Lead monoxide comes in a red and a yellow form, and the yellow one is computed here. Its colour is already a rough test of theory, because a yellow solid absorbs violet and blue light and returns the rest. With the PBE gap absorption would begin in the red, at 633 nm, and the powder should look orange or red. With TB-mBJ the onset lies in the blue, at 459 nm, which fits the colour far better. The gap also governs how many carriers heat alone creates in the dark, so the choice of functional matters for more than the colour.

VASP 6.6.1, plane-wave PAW DFT for PbO (space group Pbcm, 8 atoms) at one given geometry, without spin polarisation, spin-orbit coupling or dispersion correction. Cutoff 520 eV, 6 × 6 × 6 k mesh, Gaussian smearing of 0.02 eV (0.05 eV in the band step of LDA, PBE and PBEsol). Gaps are taken along a path of special points.

| functional | potentials | gap on path (eV) | direct gap on path (eV) |
| --- | --- | --- | --- |
| LDA | VASP-PAW-LDA-potentials,-recommended | 1.884 | 2.103 |
| PBE | VASP-PAW-PBE-potentials,-recommended | 1.958 | 2.170 |
| PBEsol | VASP-PAW-PBE-potentials,-recommended | 1.888 | 2.107 |
| r2SCAN | VASP-PAW-PBE-potentials,-recommended | 2.336 | 2.556 |
| TB-mBJ | VASP-PAW-PBE-potentials,-recommended | 2.703 | 2.923 |

The gap on path is the smallest energy between filled and empty states, whatever their crystal momenta; the direct gap on path requires the same momentum for both. From PBE to r2SCAN the smaller of the two rises by 0.38 eV, and from r2SCAN to TB-mBJ by another 0.37 eV. The table holds no measured gap. Against a roughly recalled value of about 2.7 eV, PBE is short by about a quarter, r2SCAN removes half of that error, and TB-mBJ removes nearly all of it.

Within the group of LDA, PBE and PBEsol little is gained by choosing. PBE lies 0.07 eV above PBEsol with the same potentials, and LDA agrees with PBEsol within a few meV, although LDA has potentials of its own. These differences are at most about a tenth of what separates the whole group from the recalled gap. Changing the gradient correction therefore doesn't cure the error.

The reason lies in what a gap means. It is the cost of taking an electron out of the crystal and putting one into an empty state elsewhere. In exact theory the potential felt by the electrons jumps by a constant when the first extra electron arrives, and this jump is part of the gap. In LDA and the gradient-corrected functionals the potential depends smoothly on the density and has no such jump in a solid, so their band gap comes out too small.

r2SCAN also uses the kinetic-energy density, which is built from the slopes of the orbitals. Its operator can therefore act differently on two orbitals in the same region, and its band gap takes in part of the missing jump. TB-mBJ takes another road. Its potential is the same for all orbitals, but it contains a term that grows where the kinetic-energy density is large compared with the density, and the recipe for the weight of this term was fitted to measured gaps of solids. Such a term tends to push up empty states relative to filled ones. In PbO the filled edge is mainly oxygen 2p mixed with lead 6s, and the empty edge mainly lead 6p. This is standard chemistry for divalent lead, not a result of these runs, and it makes plausible that the two edges respond so differently.

The same picture suggests which results should hardly depend on the functional. The direct gap exceeds the indirect one because the band edges rise and fall with crystal momentum. That excess is made up of energy differences within the filled edge and within the empty edge. States of the same edge have similar orbital character, so they should be shifted by similar amounts. If so, a better functional moves the empty bands up almost rigidly, and the excess found with PBE can be carried over to any other level:

$$E_{\text{direct}} \approx E_{\text{gap}} + \left(E_{\text{direct}} - E_{\text{gap}}\right)_{\text{PBE}}$$

Here $E_{\text{gap}}$ and $E_{\text{direct}}$ are the two gaps of the table. For TB-mBJ, whose direct gap was not used to set the rule, this gives $2.703 + (2.170 - 1.958) = 2.915$ eV, against a computed 2.923 eV.

The rule holds equally well for the other levels, as the printed analysis shows. Stretching both gaps by a common factor, the other simple possibility, overshoots the TB-mBJ direct gap by 0.07 eV. The rigid rule misses by at most 0.008 eV. With gaps from a regular mesh of k points instead of the path it misses by about as much, so this small error is a real difference between the levels and not an accident of sampling. PBE is thus as good as TB-mBJ for saying that this cell has an indirect gap and that the direct one lies about 0.2 eV higher. The test covers only the band edges, at one geometry and without spin-orbit coupling; effective masses and deeper bands would need their own comparison.

How much accuracy the gap itself needs depends on its use. Near 2.7 eV, an error of 0.1 eV moves the absorption edge by about 17 nm, which may be tolerable when a light source is chosen. The density of thermally created carriers is less forgiving, because it varies as $\exp(-E_{\text{gap}}/2kT)$, with $k$ Boltzmann's constant and $T$ the temperature. At 300 K the same 0.1 eV changes it by a factor of about 7, and the step from PBE to TB-mBJ by about six powers of ten. In a real sample defects may well supply most of the carriers, so this ideal density is no forecast of the dark current.

TB-mBJ's close match to the recalled gap should not be read as an accuracy of a few hundredths of an eV. Spin-orbit coupling is missing from every row. It splits the lead 6p states and can lower the empty edge, possibly by tenths of an eV, though its size was not computed here. Such a lowering would leave TB-mBJ below the recalled gap and the cheaper levels further below it. The verdict on LDA, PBE and PBEsol would then stand, while the apparent perfection of TB-mBJ would not.

The geometry sets a second limit. All levels used the same atomic positions, and wherever forces were printed the largest are near 1 eV/Å, so the atoms are not at rest for those functionals. The forces are much alike in all four of these rows, which suggests that the given positions are themselves somewhat off. Keeping one geometry throughout isolates the effect of the level on the bands, but the gaps are not those of a relaxed crystal, and the match with a measured gap may owe something to the positions. TB-mBJ can't do the relaxation, since it is a potential without a matching energy. The structure has to come from a measurement or from another functional. Yellow PbO is built of layers, and without a dispersion correction PBE is expected to set them too far apart. Which functional serves best is not tested here.

Two smaller points concern the settings. The band step of LDA, PBE and PBEsol used a smearing width of 0.05 eV, two and a half times the 0.02 eV used otherwise, which is harmless with gaps of this size. PBEsol, r2SCAN and TB-mBJ also use potentials made for PBE, and the effect of that on their gaps is not tested.

In cost the five levels belong to one family, because none uses exact exchange and all should scale alike with the size of the cell. LDA, PBE and PBEsol should be the cheapest: once their density has converged, it can be stored, and the bands follow without updating it. r2SCAN and TB-mBJ also need the kinetic-energy density, and their bands were not computed from a fixed density here, which is expected to cost more by a factor not measured. To tell whether the gap is direct or indirect, PBE does as well as TB-mBJ for this cell. For an absorption edge the sensible order is to settle the structure first, then compute the gap with TB-mBJ, and to include spin-orbit coupling before trusting the first decimal. When energies, forces and a less severely underestimated gap must come from one functional, r2SCAN is the only one of the five that offers all three, though only its gap was examined here.

Output of the analysis:

```
Size of the gap by level:
     row  gap in eV  gap less PBE gap in eV  gap less recalled value in eV  edge wavelength in nm
     LDA      1.884                  -0.074                         -0.816                  658.1
     PBE      1.958                       0                         -0.742                  633.2
  PBEsol      1.888                   -0.07                         -0.812                  656.7
  r2SCAN      2.336                   0.378                         -0.364                  530.8
  TB-mBJ      2.703                   0.745                          0.003                  458.7
PBEsol gap less LDA gap in eV: 0.004
PBE gap less PBEsol gap in eV: 0.07
r2SCAN gap less PBE gap in eV: 0.378
TB-mBJ gap less r2SCAN gap in eV: 0.367
TB-mBJ gap less LDA gap in eV: 0.819
Direct gap from two simple rules:
     row  direct less indirect gap in eV  rigid shift in eV  miss of rigid shift in eV  miss of common stretch in eV
     LDA                           0.219              2.096                     -0.007                      -0.01501
     PBE                           0.212               2.17                          0                             0
  PBEsol                           0.219                2.1                     -0.007                      -0.01458
  r2SCAN                            0.22              2.548                     -0.008                       0.03293
  TB-mBJ                            0.22              2.915                     -0.008                       0.07266
largest miss of the rigid shift in eV: 0.008
largest miss of the common stretch in eV: 0.07266
largest difference of indirect gap between mesh and path in eV: 0.0046
largest difference of direct gap between mesh and path in eV: 0.0093
factor in intrinsic carrier density at 300 K for 0.1 eV of gap: 6.918
powers of ten in intrinsic carrier density at 300 K between PBE and TB-mBJ: 6.258
```
